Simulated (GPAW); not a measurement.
LiH:

```
Li H
1.0
     0.00000    2.03675    2.03675
     2.03675    0.00000    2.03675
     2.03675    2.03675    0.00000
Li H
1 1
Direct
  0.00000 0.00000 0.00000
  0.50000 0.50000 0.50000
```

Base run:

```yaml
Program: GPAW 26.7.0
Functional: LDA
Potentials_or_basis: the program's PAW data sets (release 1.2.1) made for this functional
Cutoff: 800 eV
Basis: pw
k_mesh: 11 × 11 × 11
Occupations: fermi-dirac, width 0.05 eV
Spin: no spin polarisation
```

Its results: band gap on the k mesh 2.83 eV, direct; pressure -3.4 GPa.

Q: The run is repeated on the same cell with these changes: functional from LDA to PBE; potentials or basis from the program's PAW data sets (release 1.2.1) made for this functional to GPAW PAW data sets (gpaw-data 1.2.1). What comes out?

A: Band gap on the k mesh 3.19 eV, direct; pressure -1.2 GPa.

Caveats: the mesh misses the band edges, which the band path finds closer together.
